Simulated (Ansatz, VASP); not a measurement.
Two plane-wave programs on Sc

```
Sc
1.0
     0.00000    2.20239    2.20239
     2.20239    0.00000    2.20239
     2.20239    2.20239    0.00000
Sc
1
Direct
  0.00000 0.00000 0.00000
```

Change from the starting cell: strain -0.030 along x and y, -0.030 along z, atoms carried along.

Alike in both runs: task single point; functional LDA; k mesh 18 × 18 × 18; occupations gaussian, width 0.15 eV; no spin polarisation.

|  | VASP | Ansatz |
| --- | --- | --- |
| version | VASP 6.6.1 | Ansatz 0.2.0 |
| potentials or method | VASP PAW LDA potentials, release 64 (Sc_sv) | scalar-relativistic, plane waves, PAW |
| plane-wave cutoff (eV) | 520 | 420 |
| valence electrons in the cell | 11 | 11 |

Ansatz gave:

| Item | Value |
| --- | --- |
| gap on the k mesh at the Fermi level (eV) | none |
| pressure (GPa) | 2.9 |

Q: What did VASP give for the same quantities?

A: gap on the k mesh at the Fermi level (eV): none; pressure (GPa): 3.0.

A gap of «none» marks a metal or a gap that the smearing closes.
